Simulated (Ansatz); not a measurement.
**Co: a slab and its surfaces, (0001), 7 layers**

What do the surfaces of Co (0001), 7 layers cost, and how tightly do they hold an electron? The runs shown use PAW. Its runs: bulk cell relaxed (PAW); bulk in the slab's orientation (PAW); the reference run (PAW); atoms relaxed (PAW).

Method: DFT, PBE, PAW with Ansatz's default frozen-core files, scalar-relativistic, in Ansatz 0.2.0.

2 further runs of the same task are left out: 2 for a known fault of the program.

## 1. Starting point

It takes space group P6_3/mmc (No. 194, hexagonal). Conventional cell: a = 2.491 Å, b = 2.491 Å, c = 4.036 Å, α = 90.00°, β = 90.00°, γ = 120.00°. Around Co (site symmetry -6m2) lie 12 Co at 2.48 to 2.49 Å.

Structure file:

```cif
data_structure
_symmetry_space_group_name_H-M 'P 1'
_symmetry_Int_Tables_number 1
_cell_length_a 2.4911
_cell_length_b 2.4911
_cell_length_c 4.0356
_cell_angle_alpha 90.000
_cell_angle_beta 90.000
_cell_angle_gamma 120.000
_cell_volume 21.69
loop_
_atom_site_label
_atom_site_type_symbol
_atom_site_fract_x
_atom_site_fract_y
_atom_site_fract_z
_atom_site_occupancy
Co1 Co 0.33333 0.66667 0.25000 1
Co2 Co 0.66667 0.33333 0.75000 1
```

Atoms are numbered in the order of the input: Co1, Co2.

## 2. Bulk cell relaxed, PAW

The input, input.yaml:

```yaml
crystal:
  lattice:
    - [2.4911007134, 0.0, 0.0]
    - [-1.2455503567, 2.1573565012, 0.0]
    - [0.0, 0.0, 4.0355831558]
  atoms:
    - { symbol: Co, position: [0.3333333333, 0.6666666667, 0.25], spin: 1.7 }
    - { symbol: Co, position: [0.6666666667, 0.3333333333, 0.75], spin: 1.7 }
magnetization:
  spin_polarized: true
kpoints:
  mp_grid: { grid: [20, 20, 11] }
scf:
  occupations: { method: fermi_dirac, width: 0.1 }
hamiltonian:
  xc: pbe
  pseudopotentials: { kind: paw }
output:
  forces: true
  stress: true
relax:
  f_tol: 0.005
  max_steps: 40
  cell: {}
```

Launch:

```
$ ansatz run input.yaml --threads 4 --pin off --max-ram 12288MiB --backend cpu --events-out ev --progress --plain --runs-dir out
```

The log of the run, shortened:

```text
[...]
Pseudopotentials: kind: paw
Pseudopotential: Co, paw, valence charge 17, recommended cutoff 420 eV (normal)
Functional definition: PBE
[...]
Crystal: 2 atoms, lattice volume = 21.688 Å³
Basis set: ecut = 420 eV, 391 PW (Γ), exchange–correlation on 36×36×54 points (8 copies of the dense FFT grid, shifted against one another)
Bands: 23, of which v1, the nominal top of the filled ones, is band 17 counted from 1 (16 counted from 0)
Symmetry: 24 space group operations
Space group: P63/mmc (ITA 194), of the structure as read, at distance tolerance 2.8e-5 Å
Magnetic group: BNS 194.263 (UNI 1493), of the structure as read, at distance tolerance 2.8e-5 Å
k-points: 264 of 4400
[...]
relax step   1: F+E_penalty+E_count = -10252.33377011 eV  Δ(F+E_penalty+E_count) = +0.000e0 eV  max|allowed force component| = 2.776e-17 eV/Å  Δτ_max = 0.0000 Å  P = +0.409 GPa  Ω = 21.688 Å³  (10 SCF iters, dr2 threshold 1.00e-7 eV, accepted)
[...]
relax step   2: F+E_penalty+E_count = -10252.33378853 eV  Δ(F+E_penalty+E_count) = -1.842e-5 eV  max|allowed force component| = 2.313e-18 eV/Å  Δτ_max = 0.0000 Å  P = +0.189 GPa  Ω = 21.710 Å³  energy of the carried Pulay correction = -2.493e-5 eV  (7 SCF iters, dr2 threshold 2.00e-7 eV, accepted)
[...]
SCF iter   1: F=—  HF=-10252.333782 eV  |F-HF|=—  |Δ(HF+E_count)|=         —  Δρ=2.04e-4 (↑2.04e-4 ↓1.36e-4)  dr2=1.52e-5  dr2_m=3.63e-7  M=3.211 μB ∫|m|=3.541 μB  β_m=0.65  ethr=3.72e-8  ⟨swp⟩=2.3  Hψ=55992  notcnv=0
[...]
```

## 3. The log goes on: bulk cell relaxed

Output, continued, shortened:

```text
SCF iter   2: F=—  HF=-10252.333781 eV  |F-HF|=—  |Δ(HF+E_count)|=   6.32e-7  Δρ=2.55e-4 (↑2.55e-4 ↓2.09e-4)  dr2=2.23e-5  dr2_m=1.17e-7  M=3.211 μB ∫|m|=3.541 μB  β_m=0.30  ethr=3.72e-8  ⟨swp⟩=2.0  Hψ=21519  notcnv=0
[...]
  cell:  # Å, volume = 21.7290 Å³
    - [2.4930397862203377, -5.376198457116544e-35, 5.73461168759098e-35]
    - [-1.2465198931101689, 2.1590357875121384, 4.439090966146815e-20]
    - [9.290070934087511e-35, 8.303829580379149e-20, 4.036929512696873]
  atoms:
    - { symbol: Co, position: [0.3333333333333333, 0.6666666666666666, 0.25] }
    - { symbol: Co, position: [0.6666666666666666, 0.3333333333333333, 0.7499999999999999] }
```

It took 27 s on 4 threads of Arm Neoverse N1, shared host; peak memory 0.51 GiB.

Step by step:

| step | energy from step 1 (eV/cell) | largest force component (eV/Å) | pressure (GPa) | volume (Å³) |
| --- | --- | --- | --- | --- |
| 1 | 0.0000 | 0.0000 | 0.41 | 21.69 |
| 2 | 0.0000 | 0.0000 | 0.19 | 21.71 |
| 3 | 0.0000 | 0.0000 | 0.00 | 21.73 |
| 4 | -0.0001 | 0.0000 | 0.00 | 21.73 |

Step 1 is the start. Step 4 repeats the geometry before on a plane-wave basis chosen anew for that cell, so the energy can jump there without any move; the table keeps such jumps.

| input's cell | before | after | change |
| --- | --- | --- | --- |
| a (Å) | 2.491 | 2.493 | +0.1 % |
| b (Å) | 2.491 | 2.493 | +0.1 % |
| c (Å) | 4.036 | 4.037 | +0.0 % |
| volume (Å³/atom) | 10.84 | 10.86 | +0.2 % |

## 4. Bulk in the slab's orientation, PAW

The input, input.yaml:

```yaml
crystal:
  lattice:
    - [1.2465198931, -2.1590357875, 0.0]
    - [1.2465198931, 2.1590357875, 0.0]
    - [0.0, 0.0, 4.0369295127]
  atoms:
    - { symbol: Co, position: [0.666666667, 0.333333333, 0.25], spin: 1.7 }
    - { symbol: Co, position: [0.333333333, 0.666666667, 0.75], spin: 1.7 }
magnetization:
  spin_polarized: true
kpoints:
  mp_grid: { grid: [15, 15, 8] }
scf:
  occupations: { method: fermi_dirac, width: 0.1 }
hamiltonian:
  xc: pbe
  pseudopotentials: { kind: paw }
output:
  forces: true
  stress: true
  eigenvalues: true
```

Launch:

```
$ ansatz run input.yaml --threads 4 --pin off --max-ram 12288MiB --backend cpu --events-out ev --progress --plain --runs-dir out
```

The log of the run:

```text
Engine: ansatz 0.2.0
Pseudopotentials: kind: paw
Pseudopotential: Co, paw, valence charge 17, recommended cutoff 420 eV (normal)
Functional definition: PBE
  parameter kappa = 0.804
  parameter beta = 0.06672455060314922
  exchange = pbe_x(kappa = kappa, mu = beta*pi^2/3)
  correlation = pbe_c(beta = beta)
Crystal: 2 atoms, lattice volume = 21.729 Å³
Basis set: ecut = 420 eV, 403 PW (Γ), exchange–correlation on 36×36×54 points (8 copies of the dense FFT grid, shifted against one another)
Bands: 23, of which v1, the nominal top of the filled ones, is band 17 counted from 1 (16 counted from 0)
Symmetry: 24 space group operations
Space group: P63/mmc (ITA 194), of the structure as read, at distance tolerance 2.8e-5 Å
Magnetic group: BNS 194.263 (UNI 1493), of the structure as read, at distance tolerance 2.8e-5 Å
k-points: 135 of 1800
Non-local potential: Co, projectors of the file, l = 0: 3, l = 1: 2, l = 2: 3, l = 3: 1
PAW form: soft (Blöchl's): semilocal exchange-correlation on the pseudo side does not see the compensation charge
PAW one-centre angular grid: Co, 590 points (default); XC on 64 Gauss nodes
Initial density: superposition of atomic densities (chi_scale 0.1, normalization cell)
Starting moments: Σ|m| = 3.4 μB on 2 of 2 sites
Initial wavefunctions: pseudopotential atomic-orbital guess
Functional: x = pbe(κ = 0.804, μ = 0.2195149727645171), c = pbe(β = 0.06672455060314922)
SCF iter   1: F=—  HF=-10251.716089 eV  |F-HF|=—  |Δ(HF+E_count)|=         —  Δρ=1.09e-1 (↑2.77e-2 ↓1.09e-1)  dr2=2.33e0  dr2_m=3.34e-1  M=3.351 μB ∫|m|=3.489 μB  β_m=0.30  ethr=3.10e-3  ⟨swp⟩=4.9  Hψ=22813  notcnv=0
Mixer restart at iter 1: flushing history
preconditioner: auto → none  [metal: Δε(μ)=0.004 eV  Ē_g=9.095 eV  σ=0.100 eV  W_gap=0.01  n_scr=8 (ndim 8)  ℏωp=33.8 eV  f_vac=0.000  D(μ)=1.89/eV (n_scr^D=22)  sad-step TF]
SCF iter   2: F=—  HF=-10251.004010 eV  |F-HF|=—  |Δ(HF+E_count)|=   7.12e-1  Δρ=5.15e-2 (↑2.66e-2 ↓5.15e-2)  dr2=1.52e-1  dr2_m=2.90e-1  M=3.400 μB ∫|m|=3.586 μB  β_m=0.39  ethr=3.10e-3  ⟨swp⟩=2.6  Hψ=11850  notcnv=0  defer=32
SCF iter   3: F=—  HF=-10251.673495 eV  |F-HF|=—  |Δ(HF+E_count)|=   6.69e-1  Δρ=2.27e-2 (↑2.27e-2 ↓1.57e-2)  dr2=6.27e-3  dr2_m=7.07e-2  M=3.339 μB ∫|m|=3.583 μB  β_m=0.55  ethr=4.48e-4  ⟨swp⟩=2.5  Hψ=9127  notcnv=0  defer=32
SCF iter   4: F=—  HF=-10252.217678 eV  |F-HF|=—  |Δ(HF+E_count)|=   5.44e-1  Δρ=1.62e-2 (↑1.62e-2 ↓6.63e-3)  dr2=6.56e-2  dr2_m=4.99e-3  M=3.279 μB ∫|m|=3.573 μB  β_m=0.78  ethr=1.84e-5  ⟨swp⟩=2.0  Hψ=12296  notcnv=0  defer=32
SCF iter   5: F=—  HF=-10252.335481 eV  |F-HF|=—  |Δ(HF+E_count)|=   1.18e-1  Δρ=4.60e-3 (↑2.10e-3 ↓4.60e-3)  dr2=4.69e-3  dr2_m=3.33e-4  M=3.239 μB ∫|m|=3.559 μB  β_m=0.77  ethr=1.84e-5  ⟨swp⟩=2.2  Hψ=13013  notcnv=0  defer=32
SCF iter   6: F=—  HF=-10252.334795 eV  |F-HF|=—  |Δ(HF+E_count)|=   6.85e-4  Δρ=7.74e-4 (↑1.98e-4 ↓7.74e-4)  dr2=7.01e-5  dr2_m=2.10e-5  M=3.241 μB ∫|m|=3.565 μB  β_m=0.88  ethr=1.38e-5  ⟨swp⟩=2.1  Hψ=11107  notcnv=0  defer=32
SCF iter   7: F=—  HF=-10252.334811 eV  |F-HF|=—  |Δ(HF+E_count)|=   1.59e-5  Δρ=4.05e-5 (↑1.23e-5 ↓4.05e-5)  dr2=1.10e-7  dr2_m=1.15e-7  M=3.240 μB ∫|m|=3.566 μB  β_m=0.90  ethr=2.06e-7  ⟨swp⟩=2.3  Hψ=10906  notcnv=0  defer=32
SCF iter   8: F=—  HF=-10252.334811 eV  |F-HF|=—  |Δ(HF+E_count)|=   2.72e-7  Δρ=6.50e-6 (↑2.29e-6 ↓6.50e-6)  dr2=3.20e-9  dr2_m=2.99e-9  M=3.240 μB ∫|m|=3.566 μB  β_m=0.95  ethr=3.24e-10  ⟨swp⟩=2.0  Hψ=10982  notcnv=0  defer=32
SCF iter   9: F=-10252.334811 eV  HF=-10252.334811 eV  |F-HF|=2.84e-10  |Δ(HF+E_count)|=   5.39e-9  Δρ=1.81e-6 (↑5.10e-7 ↓1.81e-6)  dr2=4.70e-10  dr2_m=1.01e-10  M=3.240 μB ∫|m|=3.566 μB  ethr=9.41e-12  ⟨swp⟩=1.6  Hψ=18744  notcnv=0
SCF 1 converged in 9 iterations: F = -10252.334811 eV  dr2 = 4.70e-10
SCF converged after 9 iterations
Magnetization: 3.2404 μB (18.6202 up, 15.3798 down)
Absolute magnetization: 3.5668 μB (∫|ρ↑−ρ↓|, with the PAW one-centre terms)
Spin contamination: 0.0564 ħ² per cell (⟨S²⟩ above its minimum at these occupations)
Per-site moments (μB) at R_I (Å): [(1.6951653547463414, 1.022629772291359), (1.6951653547463414, 1.022629772291359)]
Free energy (F): -10252.334811 eV
Harris-Foulkes:  -10252.334811 eV  (|F-HF|=2.84e-10)
Internal energy: -10252.275375 eV  (E = F + TS)
E sigma→0 (E₀):  -10252.305093 eV
Entropy (-TS):   -0.059437 eV (-29.718 meV/atom)
Fermi energy:    18.666859 eV
--- Per-component energies (eV) ---
  E_band       = -488.763478
  E_kinetic    = 907.197908
  E_local      = -5668.793047  (includes V_loc(G=0)·N_el)
  E_nonlocal   = 908.274622
  E_hartree    = 2375.955647
  E_xc         = -317.998349
  E_vxc        = -410.356581  (∫ρ·V_xc dr)
  E_paw        = -3030.293099  (= ΣΔE_a)
  E_vpaw       = -976.999856  (= ΣTr[D̂ρ^β])
  E_aug_tail   = 0.000164  (compensation charges beyond the density's cutoff)
  E_ewald      = -5426.619222
  E_smearing   = -0.059437  (= −TS)
  E_closure    = -0.000000  (closes the sum)
  Σ components = -10252.334811   (vs F -10252.334811, Δ=0.00e0)
--- Forces (eV/Å), atoms counted from 1 ---
  atom   1  Co    -0.00000000    -0.00000000     0.00000000
  atom   2  Co     0.00000000     0.00000000     0.00000000
  max |Σ_I F_I| component: 0.00e0 eV/Å
--- Stress (GPa, compression-positive) ---
        0.250065       0.000000       0.000000
        0.000000       0.250065       0.000000
        0.000000       0.000000       0.209730
  P = ⅓ Tr σ = 0.2366 GPa (2.366 kbar)
--- Band table (eV; the first three rows and the last of 270) ---
  k-point 0 ↑: bands = ["-77.4049", "-77.3484", "-40.8022", "-40.5212", "-40.5212", "-40.4750", "-40.4737", "-40.4737", "9.6469", "13.4836", "16.0357", "16.0619", "16.0619", "16.3754", "16.3754", "16.7261", "16.7261", "17.8315", "17.8315", "18.4711", "24.9303", "40.4362", "42.8340"]
  k-point 1 ↑: bands = ["-77.4028", "-77.3506", "-40.7899", "-40.5194", "-40.5194", "-40.4876", "-40.4755", "-40.4755", "9.8043", "13.4480", "15.9948", "16.0200", "16.0200", "16.3325", "16.3325", "16.8238", "16.8238", "17.8231", "17.8231", "17.8679", "25.8455", "40.3773", "42.4897"]
  k-point 2 ↑: bands = ["-77.3967", "-77.3567", "-40.7549", "-40.5235", "-40.5142", "-40.5142", "-40.4807", "-40.4807", "10.2659", "13.2660", "15.8873", "15.9587", "15.9587", "16.2247", "16.2247", "16.7609", "17.0440", "17.0440", "17.7833", "17.7833", "27.9543", "39.3838", "40.7957"]
  k-point 134 ↓: bands = ["-75.2630", "-75.2630", "-38.7201", "-38.7201", "-38.6470", "-38.6470", "-38.5041", "-38.5041", "16.0568", "16.0568", "16.1321", "16.1321", "16.9062", "16.9062", "18.4982", "18.4982", "19.7717", "19.7717", "24.9463", "24.9463", "26.6400", "26.6400", "28.8002"]
```

Wall time 4.4 s (4 threads of Arm Neoverse N1, shared host); peak memory 0.41 GiB.

Read from it: pressure 0.24 GPa; no gap; spin moments Co1 1.70 μB.

## 5. The slab

The slab cell holds 7 atoms: a = 2.493 Å, b = 2.493 Å, c = 28.111 Å, α = 90.00°, β = 90.00°, γ = 120.00°.

[end of part 1 of 3]
